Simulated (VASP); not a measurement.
# HfN (P1) in VASP: convergence with PREC

Aim: find how far PREC must go before the results for HfN settle, at PBE. This setting moves, with any that are tied to it; all else stays.

Everything below comes from runs of VASP 6.6.1. Logs are shortened: lines on timing, memory, paths and dates and some standing lists are left out, and cuts for length are marked.

## (1) The cell of the first run

The typed cell holds 2 atoms: a = 3.472 Å, b = 3.472 Å, c = 3.472 Å, α = 60.00°, β = 60.00°, γ = 60.00°.

The cell comes from a database or a generator and needn't be the stable form of this composition.

The cell isn't the ideal one: atoms moved at random, drawn with an rms of 0.02 Å.

## (2) With PREC Low

Input file INCAR:

```
PREC = Low ; ENCUT = 500
EDIFF = 1E-6 ; ISMEAR = 0
SIGMA = 0.02 ; LREAL = False
LASPH = True ; NELM = 80
ALGO = Fast ; ISIF = 2
LWAVE = False ; LCHARG = False
GGA = PE
```

Input file KPOINTS:

```
Automatic mesh
0
Gamma
  7 7 7
```

Input file POSCAR:

```
HfN
1.0
    0.0000000000      2.4548220000      2.4548220000
    2.4548220000      0.0000000000      2.4548220000
    2.4548220000      2.4548220000      0.0000000000
Hf N
1 1
Direct
    0.0046830000     -0.0010530000     -0.0003080000
    0.2482380000      0.2511710000      0.2494580000
```

Potentials or basis: VASP PAW PBE potentials, release 64 (Hf, N).

The run is started by

```
$ cat potpaw_PBE.64/Hf/POTCAR potpaw_PBE.64/N/POTCAR > POTCAR
$ mpirun -np 1 vasp_std > vasp.out
```

OUTCAR:

```text
PREC = Low
   ENCUT = 500
   EDIFF = 1E-6
   ISMEAR = 0
   LREAL = False
   LASPH = True
   NELM = 80
   ISIF = 2
   GGA = PE

 Found    172 irreducible k-points:

 Following reciprocal coordinates:
            Coordinates               Weight
  0.000000  0.000000  0.000000      1.000000
  0.142857  0.000000  0.000000      2.000000
  0.000000  0.142857  0.000000      2.000000
  0.000000  0.000000  0.142857      2.000000
  0.142857  0.142857  0.142857      2.000000
  0.285714  0.000000  0.000000      2.000000
   k-points           NKPTS =    172   k-points in BZ     NKDIM =    172   number of bands    NBANDS=      8
   number of dos      NEDOS =    301   number of ions     NIONS =      2
   total plane-waves  NPLWV =   8000
   dimension x,y,z NGX =    20 NGY =   20 NGZ =   20
   dimension x,y,z NGXF=    24 NGYF=   24 NGZF=   24
   ions per type =               1   1
   NGX,Y,Z   is equivalent  to a cutoff of   9.58,  9.58,  9.58 a.u.
   NGXF,Y,Z  is equivalent  to a cutoff of  11.49, 11.49, 11.49 a.u.
 SYSTEM =  unknown system
   PREC   = low       normal or accurate (medium, high low for compatibility)
   ISTART =      0    job   : 0-new  1-cont  2-samecut
   ICHARG =      2    charge: 1-file 2-atom 10-const
   ISPIN  =      1    spin polarized calculation?
   LNONCOLLINEAR =      F non collinear calculations
   LSORBIT =      F    spin-orbit coupling
   LASPH  =      T    aspherical Exc in radial PAW
   ENCUT  =  500.0 eV  36.75 Ry    6.06 a.u.   6.33  6.33  6.33*2*pi/ulx,y,z
   NELM   =     80;   NELMIN=  2; NELMDL= -5     # of ELM steps
   EDIFF  = 0.1E-05   stopping-criterion for ELM
   LREAL  =      F    real-space projection
   EDIFFG = 0.1E-04   stopping-criterion for IOM
   NSW    =      0    number of steps for IOM
   IBRION =     -1    ionic relax: 0-MD 1-quasi-New 2-CG
   NFREE  =      0    steps in history (QN), initial steepest desc. (CG)
   ISIF   =      2    stress and relaxation
   ISYM   =      2    0-nonsym 1-usesym 2-fastsym
   POTIM  = 0.5000    time-step for ionic-motion
   TEBEG  =    0.0;   TEEND  =   0.0 temperature during run
   PSTRESS=    0.0 pullay stress
   NELECT =       9.0000    total number of electrons
   NUPDOWN=      -1.0000    fix difference up-down
   EMIN   =  10.00;   EMAX   =-10.00  energy-range for DOS
   EFERMI =   0.00;   METHOD = LEGACY
   ISMEAR =     0;   SIGMA  =   0.02  broadening in eV -4-tet -1-fermi 0-gaus
   EFERMI_NEDOS =   21; number of points for ismear=-14 and -15
   IALGO  =     68    algorithm
   IMIX   =      4    mixing-type and parameters
     AMIX     =   0.40;   BMIX     =  1.00
     AMIX_MAG =   1.60;   BMIX_MAG =  1.00
  volume/ion in A,a.u.               =      14.79        99.83
  Fermi-wavevector in a.u.,A,eV,Ry     =   1.101013  2.080612 16.493376  1.212229
  Thomas-Fermi vector in A             =   2.237433
   LORBIT       =      0    0 simple, 1 ext, 2 COOP (PROOUT), +10 PAW based schemes
   GGA     = PE    functional components
   LHFCALC =     F    Hartree Fock is set to
   AEXX    =    0.0000 exact exchange contribution
   IVDW    =     0    specifies the selected vdW correction
   LEPSILON=     F    determine dielectric tensor
   LRPA    =     F    only Hartree local field effects (RPA)
 non-spin polarized calculation
 RMM-DIIS sequential band-by-band and
 Gauss-broadening in eV      SIGMA  =   0.02
  energy-cutoff  :      500.00
  volume of cell :       29.59
 maximum number of plane-waves:       761
   NGX = 13   NGY = 13   NGZ = 13

 number of electron       8.9999976 magnetization

 Free energy of the ion-electron system (eV)
  ---------------------------------------------------
  ext. energy  EPLUGINS =         0.00000000
  ---------------------------------------------------
  free energy    TOTEN  =       -21.23830293 eV

  energy without entropy =      -21.23822323  energy(sigma->0) =      -21.23826308

 E-fermi :   6.0958     XC(G=0): -11.0151

 val. band max:        6.0734850394   @ k =  -0.2857   0.4286  -0.2857
 cond. band min:       6.1031749932   @ k =   0.2857   0.2857  -0.4286
 fundamental gap:      0.0296899538
 Fermi energy:         6.0957698849

 k-point     1 :       0.0000    0.0000    0.0000
  band No.  band energies     occupation
      1     -10.1192      2.00000
      2       0.5582      2.00000
      3       0.5766      2.00000
      4       0.6172      2.00000
      5       5.3176      2.00000
      6       8.2723      0.00000
      7       8.2739      0.00000
      8      12.4736      0.00000

 k-point     2 :       0.1429    0.0000    0.0000
  band No.  band energies     occupation
      1      -9.9259      2.00000
      2       0.2420      2.00000
      3       0.6934      2.00000
      4       0.7062      2.00000
      5       6.3221      0.00000
      6       8.0133      0.00000
      7       8.0153      0.00000
      8      12.0089      0.00000

 k-point     3 :       0.0000    0.1429    0.0000
  band No.  band energies     occupation
      1      -9.9202      2.00000
      2       0.2063      2.00000
      3       0.7132      2.00000
      4       0.7459      2.00000
      5       6.3035      0.00000
      6       7.9925      0.00000
      7       8.0005      0.00000
      8      12.1621      0.00000

 k-point     4 :       0.0000    0.0000    0.1429
  band No.  band energies     occupation
      1      -9.9218      2.00000
      2       0.2153      2.00000
      3       0.7044      2.00000
      4       0.7391      2.00000
      5       6.3084      0.00000
      6       7.9980      0.00000
      7       8.0054      0.00000
      8      12.1172      0.00000

 k-point     5 :       0.1429    0.1429    0.1429
  band No.  band energies     occupation
      1      -9.9187      2.00000
      2       0.1979      2.00000
      3       0.7231      2.00000
      4       0.7505      2.00000
      5       6.2993      0.00000
      6       7.9881      0.00000
      7       7.9953      0.00000
      8      12.2026      0.00000

 k-point     6 :       0.2857    0.0000    0.0000
  band No.  band energies     occupation
      1      -9.5146      2.00000
      2      -0.0237      2.00000
      3       0.9530      2.00000
      4       0.9558      2.00000
      5       7.7907      0.00000
      6       7.9482      0.00000
      7       7.9696      0.00000
      8      11.3376      0.00000

 [... further k-points ...]
[... 5 lines left out ...]
  --------------------------------------------------------------------------------------
  -------------------------------------------------------------------------------------
  Total        0.0939095      0.0272727      0.0726373      0.1236182     -0.0532930      0.1983916
  in kB        5.0854606      1.4768894      3.9335118      6.6942646     -2.8859650     10.7434512
  external PRESSURE =       3.4986206 kB  Pullay stress =       0.0000000 kB

 VOLUME and BASIS-vectors are now :
 -----------------------------------------------------------------------------
  energy-cutoff  :      500.00
  volume of cell :       29.59
      direct lattice vectors                 reciprocal lattice vectors
     0.000000000  2.454822000  2.454822000    -0.203680756  0.203680756  0.203680756
     2.454822000  0.000000000  2.454822000     0.203680756 -0.203680756  0.203680756
     2.454822000  2.454822000  0.000000000     0.203680756  0.203680756 -0.203680756

 POSITION                                       TOTAL-FORCE (eV/Angst)
 -----------------------------------------------------------------------------------
      4.90630      2.46556      2.46373         0.065186     -0.182235     -0.131458
      1.22896      1.22176      1.22596        -0.065186      0.182235      0.131458
 -----------------------------------------------------------------------------------
    total drift:                                0.000215     -0.000868     -0.000221

  FREE ENERGIE OF THE ION-ELECTRON SYSTEM (eV)
  ---------------------------------------------------
  free  energy   TOTEN  =       -21.2383029281 eV

  energy  without entropy=      -21.2382232296  energy(sigma->0) =      -21.23826308
```

stdout:

```text
POSCAR found type information on POSCAR HfN
 POSCAR found :  2 types and       2 ions
 scaLAPACK will be used
 LDA part: xc-table for (Slater+PW92), standard interpolation
 POSCAR, INCAR and KPOINTS ok, starting setup
 FFT: planning ... GRIDC
 FFT: planning ... GRID_SOFT
 FFT: planning ... GRID
 WAVECAR not read
 entering main loop
```

Wall time 19 s (1 thread of Intel Xeon 6975P-C (Granite Rapids), shared host); peak memory 0.14 GiB.

Results:

```yaml
Free_energy: -21.2383 eV
Pressure: 0.3 GPa
Largest_force: 0.234 eV/Å
Band_gap_on_the_k_mesh: none (metal or under the smearing width)
```

## (3) With PREC Medium

Changes to INCAR since step 2:

```diff
@@ -1,2 +1,2 @@
-PREC = Low ; ENCUT = 500
+PREC = Medium ; ENCUT = 500
 EDIFF = 1E-6 ; ISMEAR = 0
```

KPOINTS is that of step 2.

POSCAR is that of step 2.

Potentials or basis: VASP PAW PBE potentials, release 64 (Hf, N).

The run is started by

```
$ cat potpaw_PBE.64/Hf/POTCAR potpaw_PBE.64/N/POTCAR > POTCAR
$ mpirun -np 1 vasp_std > vasp.out
```

Wall time 16 s (1 thread of Intel Xeon 6975P-C (Granite Rapids), shared host); peak memory 0.14 GiB.

Results:

- Free energy: -21.2383 eV
- Pressure: 0.4 GPa
- Largest force: 0.234 eV/Å
- Band gap on the k mesh: none (metal or under the smearing width)

## (4) With PREC Single

Changes to INCAR since step 3:

```diff
@@ -1,2 +1,2 @@
-PREC = Medium ; ENCUT = 500
+PREC = Single ; ENCUT = 500
 EDIFF = 1E-6 ; ISMEAR = 0
```

KPOINTS is that of step 3.

POSCAR is that of step 3.

The run is started by

```
$ cat potpaw_PBE.64/Hf/POTCAR potpaw_PBE.64/N/POTCAR > POTCAR
$ mpirun -np 1 vasp_std > vasp.out
```

It took 33 s on 1 thread of Intel Xeon 6975P-C (Granite Rapids), shared host; peak memory 0.15 GiB.

What came out:

| Property | Result |
| --- | --- |
| Free energy | -21.2383 eV |
| Pressure | 0.4 GPa |
| Largest force | 0.234 eV/Å |
| Band gap on the k mesh | none (metal or under the smearing width) |

## (5) With PREC Normal

Changes to INCAR since step 4:

```diff
@@ -1,2 +1,2 @@
-PREC = Single ; ENCUT = 500
+PREC = Normal ; ENCUT = 500
 EDIFF = 1E-6 ; ISMEAR = 0
```

KPOINTS is that of step 4.

POSCAR is that of step 4.

The run is started by

```
$ cat potpaw_PBE.64/Hf/POTCAR potpaw_PBE.64/N/POTCAR > POTCAR
$ mpirun -np 1 vasp_std > vasp.out
```

Wall time 13 s (1 thread of Intel Xeon 6975P-C (Granite Rapids), shared host); peak memory 0.15 GiB.

What came out:

* Free energy: -21.2382 eV
* Pressure: 0.4 GPa
* Largest force: 0.235 eV/Å
* Band gap on the k mesh: none (metal or under the smearing width)

## (6) With PREC High

Changes to INCAR since step 5:

```diff
@@ -1,2 +1,2 @@
-PREC = Normal ; ENCUT = 500
+PREC = High ; ENCUT = 500
 EDIFF = 1E-6 ; ISMEAR = 0
```

KPOINTS is that of step 5.

POSCAR is that of step 5.

Potentials or basis: VASP PAW PBE potentials, release 64 (Hf, N).

The run is started by

```
$ cat potpaw_PBE.64/Hf/POTCAR potpaw_PBE.64/N/POTCAR > POTCAR
$ mpirun -np 1 vasp_std > vasp.out
```

Wall time 27 s (1 thread of Intel Xeon 6975P-C (Granite Rapids), shared host); peak memory 0.16 GiB.

Results:

| Property | Result |
| --- | --- |
| Free energy | -21.2382 eV |
| Pressure | 0.4 GPa |
| Largest force | 0.235 eV/Å |
| Band gap on the k mesh | none (metal or under the smearing width) |

## (7) With PREC Accurate

Changes to INCAR since step 6:

```diff
@@ -1,2 +1,2 @@
-PREC = High ; ENCUT = 500
+PREC = Accurate ; ENCUT = 500
 EDIFF = 1E-6 ; ISMEAR = 0
```

KPOINTS is that of step 6.

POSCAR is that of step 6.

The run is started by

```
$ cat potpaw_PBE.64/Hf/POTCAR potpaw_PBE.64/N/POTCAR > POTCAR
$ mpirun -np 1 vasp_std > vasp.out
```

Wall time 36 s (1 thread of Intel Xeon 6975P-C (Granite Rapids), shared host); peak memory 0.19 GiB.

It converged, with:

| Quantity | Value |
| --- | --- |
| Free energy | -21.2382 eV |
| Pressure | 0.4 GPa |
| Largest force | 0.234 eV/Å |
| Band gap on the k mesh | none (metal or under the smearing width) |

## (8) Summary

```csv
PREC,"energy less the tightest run, at zero smearing (meV/atom)",SCF cycles,CPU time (s),peak memory (GiB)
Low,-0.04,15,17,0.14
Medium,-0.03,15,15,0.14
Single,-0.04,15,32,0.15
Normal,0.01,15,12,0.15
High,0.00,15,26,0.16
Accurate,0.00,15,34,0.19
```

Against the tightest run, the energy stays within 1 meV/atom from Low on. The tightest run that finished is the yardstick and may itself not be fully converged.
